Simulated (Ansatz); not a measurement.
**AlNi₃ under strain**

Computed with Ansatz, DFT PBEsol, scalar-relativistic, plane waves, PAW. Settings: 420 eV cutoff, 14×14×14 k-mesh, Gaussian smearing of 0.10 eV, collinear spin.

Reference structure (relaxed):

```yaml
crystal:
  lattice:
    - [3.51909, 0.00000, 0.00000]
    - [0.00000, 3.51909, 0.00000]
    - [0.00000, 0.00000, 3.51909]
  atoms:
    - { symbol: Al, position: [0.00000, 0.00000, 0.00000] }
    - { symbol: Ni, position: [0.00000, 0.50000, 0.50000] }
    - { symbol: Ni, position: [0.50000, 0.00000, 0.50000] }
    - { symbol: Ni, position: [0.50000, 0.50000, 0.00000] }
```

Deformation: all cell vectors scaled alike, the atoms relaxed, all within the symmetry that the strain leaves. Energies are extrapolated to zero smearing.

```csv
strain (%),ΔE (meV/atom),a (Å),b (Å),c (Å),moment (μB/cell)
-3.0,62.7,3.414,3.414,3.414,0.59
-2.0,26.9,3.449,3.449,3.449,0.64
-1.0,6.5,3.484,3.484,3.484,0.67
+0.0,0.0,3.519,3.519,3.519,0.69
+1.0,6.0,3.554,3.554,3.554,0.71
+2.0,23.2,3.589,3.589,3.589,0.73
+3.0,50.5,3.625,3.625,3.625,0.74
```

Q: What stiffness (1/V) d²E/dε² at zero strain does a cubic fit over all points give?

A: A cubic fit gives (1/V) d²E/dε² = 1851 GPa at zero strain (nine times the bulk modulus at fixed shape).